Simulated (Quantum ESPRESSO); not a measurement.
**ZnS: changing the choice of potentials or basis**

```
Zn S
1.0
     0.00000    2.70200    2.70200
     2.70200    0.00000    2.70200
     2.70200    2.70200    0.00000
Zn S
1 1
Direct
  0.75000 0.75000 0.75000
  0.00000 0.00000 0.00000
```

Kept alike: task phonons; functional PBE; k mesh 6 × 6 × 6, shifted; occupations fermi-dirac, width 0.05 eV; no spin polarisation. Program: Quantum ESPRESSO. Cutoffs run from 735 to 952 eV. The mesh is that of the run's cell of 2 atoms. No spin-orbit coupling.

| choice of potentials or basis | electronic dielectric constant (mean of the diagonal) |
| --- | --- |
| GBRV 1.5 PBE | 5.92 |
| JTH 2.0 PBE | 5.93 |
| SG15 PBE 1.2 | 5.94 |
| SSSP 1.3 efficiency PBE | 5.92 |

**Question.** What does the choice of potentials or basis change here?

**Answer.** The electronic dielectric constant runs from 5.92 (GBRV 1.5 PBE; SSSP 1.3 efficiency PBE) to 5.94 mean of the diagonal (SG15 PBE 1.2).
